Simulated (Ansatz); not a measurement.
**InSb3: energies, forces and stress near the listed structure**

A set of self-consistent runs on InSb3 under moves of single atoms, random distortions, distortions that keep the symmetry, to map its energy surface near the listed cell.

Method: DFT PBE, scalar-relativistic, plane waves, PAW, in Ansatz 0.2.0.

### Step 1. The structure to begin with

Symmetry: Fm-3m, No. 225, cubic system. Conventional cell: a = 7.589 Å, b = 7.589 Å, c = 7.589 Å, α = 90.00°, β = 90.00°, γ = 90.00°. In (site symmetry m-3m) is surrounded by 8 Sb at 3.29 Å. Sb (site symmetry -43m) is surrounded by 4 In at 3.29 Å and 4 Sb at 3.29 Å. Sb (site symmetry m-3m) has 8 Sb at 3.29 Å as nearest neighbours.

As a file:

```xyz
4
Lattice="0.0000 3.7946 3.7946 3.7946 0.0000 3.7946 3.7946 3.7946 0.0000" Properties=species:S:1:pos:R:3 pbc="T T T"
In    0.0000    0.0000    0.0000
Sb    1.8973    1.8973    1.8973
Sb    5.6918    5.6918    5.6918
Sb    3.7946    3.7946    3.7946
```

The structure comes from the Materials Project (structure only).

### Step 2. Reference: the cell as listed

input.yaml

```yaml
crystal:
  lattice:
    - [0.0, 3.794555, 3.794555]
    - [3.794555, 0.0, 3.794555]
    - [3.794555, 3.794555, 0.0]
  atoms:
    - { symbol: In, position: [0.0, 0.0, 0.0] }
    - { symbol: Sb, position: [0.25, 0.25, 0.25] }
    - { symbol: Sb, position: [0.75, 0.75, 0.75] }
    - { symbol: Sb, position: [0.5, 0.5, 0.5] }
basis:
  ecutwfc: 420
kpoints:
  mp_grid: { grid: [10, 10, 10] }
hamiltonian:
  xc: pbe
scf:
  occupations: { method: gaussian, width: 0.1 }
output:
  forces: true
  stress: true
  eigenvalues: true
  populations: true
```

### Step 3. Random moves and strain, cell strained

input.yaml

```yaml
crystal:
  lattice:
    - [-0.0085756943, 3.8678658026, 3.8562544643]
    - [3.8771245168, -0.0173031708, 3.8649819408]
    - [3.8890394195, 3.8885081818, -0.0292180735]
  atoms:
    - { symbol: In, position: [0.0002253229, -0.0047080619, 0.0056515191] }
    - { symbol: Sb, position: [0.2455093549, 0.2597560847, 0.2484451405] }
    - { symbol: Sb, position: [0.7547410039, 0.7468718335, 0.7461655583] }
    - { symbol: Sb, position: [0.4995256361, 0.4980788261, 0.4997364645] }
basis:
  ecutwfc: 420
kpoints:
  mp_grid: { grid: [8, 8, 8] }
hamiltonian:
  xc: pbe
scf:
  occupations: { method: gaussian, width: 0.1 }
output:
  forces: true
  stress: true
  eigenvalues: true
```

### Step 4. A change within the space group

input.yaml

```yaml
crystal:
  lattice:
    - [0.0, 3.8674863471, 3.8674863471]
    - [3.8674863471, 0.0, 3.8674863471]
    - [3.8674863471, 3.8674863471, 0.0]
  atoms:
    - { symbol: In, position: [0.0, 0.0, 0.0] }
    - { symbol: Sb, position: [0.25, 0.25, 0.25] }
    - { symbol: Sb, position: [0.75, 0.75, 0.75] }
    - { symbol: Sb, position: [0.5, 0.5, 0.5] }
basis:
  ecutwfc: 420
kpoints:
  mp_grid: { grid: [10, 10, 10] }
hamiltonian:
  xc: pbe
scf:
  occupations: { method: gaussian, width: 0.1 }
output:
  forces: true
  stress: true
  eigenvalues: true
  populations: true
```

### Step 5. A change within the space group

Changes to input.yaml since step 4:

```diff
@@ -2,5 +2,5 @@
   lattice:
-    - [0.0, 3.8674863471, 3.8674863471]
-    - [3.8674863471, 0.0, 3.8674863471]
-    - [3.8674863471, 3.8674863471, 0.0]
+    - [0.0, 3.7157041471, 3.7157041471]
+    - [3.7157041471, 0.0, 3.7157041471]
+    - [3.7157041471, 3.7157041471, 0.0]
   atoms:
@@ -22,2 +22 @@
   eigenvalues: true
-  populations: true
```

### Step 6. One atom moved

input.yaml

```yaml
crystal:
  lattice:
    - [0.0, 3.794555, 3.794555]
    - [3.794555, 0.0, 3.794555]
    - [3.794555, 3.794555, 0.0]
  atoms:
    - { symbol: In, position: [0.0, 0.0, 0.0] }
    - { symbol: Sb, position: [0.25, 0.25, 0.25] }
    - { symbol: Sb, position: [0.75, 0.75, 0.75] }
    - { symbol: Sb, position: [0.4505870912, 0.5494129088, 0.5494129088] }
basis:
  ecutwfc: 420
kpoints:
  mp_grid: { grid: [8, 8, 8] }
hamiltonian:
  xc: pbe
scf:
  occupations: { method: gaussian, width: 0.1 }
output:
  forces: true
  stress: true
  eigenvalues: true
```

### Step 7. A change within the space group

input.yaml

```yaml
crystal:
  lattice:
    - [0.0, 3.740330809, 3.740330809]
    - [3.740330809, 0.0, 3.740330809]
    - [3.740330809, 3.740330809, 0.0]
  atoms:
    - { symbol: In, position: [0.0, 0.0, 0.0] }
    - { symbol: Sb, position: [0.25, 0.25, 0.25] }
    - { symbol: Sb, position: [0.75, 0.75, 0.75] }
    - { symbol: Sb, position: [0.5, 0.5, 0.5] }
basis:
  ecutwfc: 420
kpoints:
  mp_grid: { grid: [10, 10, 10] }
hamiltonian:
  xc: pbe
scf:
  occupations: { method: gaussian, width: 0.1 }
output:
  forces: true
  stress: true
  eigenvalues: true
```

### Step 8. A change within the space group

Changes to input.yaml since step 7:

```diff
@@ -2,5 +2,5 @@
   lattice:
-    - [0.0, 3.740330809, 3.740330809]
-    - [3.740330809, 0.0, 3.740330809]
-    - [3.740330809, 3.740330809, 0.0]
+    - [0.0, 3.6584822577, 3.6584822577]
+    - [3.6584822577, 0.0, 3.6584822577]
+    - [3.6584822577, 3.6584822577, 0.0]
   atoms:
```

Q: Predict the outcome of this session. Wanted: for each run, case; energy; pressure; largest force.

**Answer**, as computed:

```
step                                    case  energy (meV/atom)  pressure (GPa)  largest force (eV/Å)  gap on the mesh (eV)
                                 listed cell                  0            -0.1                  0.00                  0.00
   3  random moves and strain, cell strained             +23.3*            -3.3                  0.06                  0.00
   4         a change within the space group              +15.2            -2.7                  0.00                  0.00
   5         a change within the space group              +17.0             3.7                  0.00                  0.00
   6                          one atom moved             +30.0*             1.1                  0.69                  0.00
   7         a change within the space group               +7.4             2.4                  0.00                  0.00
   8         a change within the space group              +56.3             7.3                  0.00                  0.00
```

Energies are counted from the listed cell, with the smearing taken to zero; a star marks another k mesh, which can shift energies by itself, so starred rows don't rank against the others. A gap of 0.00 means none on the mesh at this level.

The listed cell carries -0.1 GPa and forces up to 0.00 eV/Å at this level, so it is close to this functional's equilibrium. The comparable points lie above the listed cell. The costliest is step 8, at 56 meV/atom. Among the distorted cells of the listed formula and level the largest force, 0.69 eV/Å, acts on Sb4 in step 6. The pressure is 7.3 GPa in the smallest cell and -3.3 GPa in the largest; between them shape and moved atoms count too. The distorted cells of the listed formula and level show no gap on the mesh. Spin-orbit coupling is left out for Sb.
